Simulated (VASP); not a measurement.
Wanted: the native input for a VASP 6.6.1 run.

```
Task                   : single point
Functional             : PBE
Potentials or basis    : VASP PAW PBE potentials, release 64 (Pb_d, Te)
Cutoff                 : 900 eV
k mesh                 : 10 × 10 × 10
Occupations            : gaussian, width 0.05 eV
Spin                   : no spin polarisation
Further INCAR settings : ADDGRID = False; ALGO = Normal; EDIFF = 1e-08
```

The structure of TePb lies in POSCAR:

```
TePb
1.0
    0.0000000000      3.2310000000      3.2310000000
    3.2310000000      0.0000000000      3.2310000000
    3.2310000000      3.2310000000      0.0000000000
Pb Te
1 1
Direct
    0.0000000000      0.0000000000      0.0000000000
    0.5000000000      0.5000000000      0.5000000000
```

One way to write it, as run:

INCAR

```
SYSTEM = TePb
ADDGRID = .False.
ALGO = Normal
EDIFF = 1E-8
ENCUT = 900
GGA = PE
ISIF = 2
ISMEAR = 0
LASPH = .True.
LCHARG = .False.
LREAL = .False.
LWAVE = .False.
NELM = 100
PREC = Accurate
SIGMA = 0.05
```

KPOINTS

```
k-points
0
Gamma
  10 10 10
  0 0 0
```

Potentials or basis: VASP PAW PBE potentials, release 64 (Pb_d, Te).

The run is started by

```sh
$ cat potpaw_PBE.64/Pb_d/POTCAR potpaw_PBE.64/Te/POTCAR > POTCAR
$ mpirun -np 1 vasp_std > vasp.out
```

It gave:

```json
{"Pressure": "2.1 GPa", "Band gap on the k mesh": "0.74 eV, direct"}
```

Caveat: spin-orbit coupling is left out, which as a rule narrows the gap of such compounds by several tenths of an eV.

It took 2.6 min on 1 thread of Intel(R) Xeon(R) Platinum 8488C (Sapphire Rapids), with other jobs on the host, peak memory 0.37 GiB.
